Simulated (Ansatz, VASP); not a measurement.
# Cu: VASP beside Ansatz

```
Cu
1.0
    -1.44279    1.44279    1.37608
     1.44279   -1.44279    1.37608
     1.44279    1.44279   -1.37608
Cu
1
Direct
  0.00000 0.00000 0.00000
```

This isn't the form of Cu at room conditions, which is fcc.

Alike in both runs: task relaxation of cell and atoms; functional PBE; k mesh 20 × 20 × 20; occupations gaussian, width 0.1 eV; no spin polarisation.

|  | VASP | Ansatz |
| --- | --- | --- |
| version | VASP 6.6.1 | Ansatz 0.2.0 |
| potentials or method | VASP PAW PBE potentials, release 64 (Cu) | scalar-relativistic, plane waves, PAW |
| plane-wave cutoff (eV) | 600 | 420 |
| valence electrons in the cell | 11 | 19 |

VASP gave:

```
gap on the k mesh at the Fermi level, each at its own relaxed structure (eV) : none
relaxed volume (Å³/atom)                                                     : 12.07
relaxed cell length with the largest relative difference (Å)                 : 2.505
energy change over the relaxation (meV/atom)                                 : -14
```

Task: Which values does Ansatz return?

Result: gap on the k mesh at the Fermi level, each at its own relaxed structure (eV): none; relaxed volume (Å³/atom): 12.01; relaxed cell length with the largest relative difference (Å): 2.502; energy change over the relaxation (meV/atom): -12.

A gap of «none» marks a metal or a gap that the smearing closes. The two sets of potentials don't hold the same shells in valence.
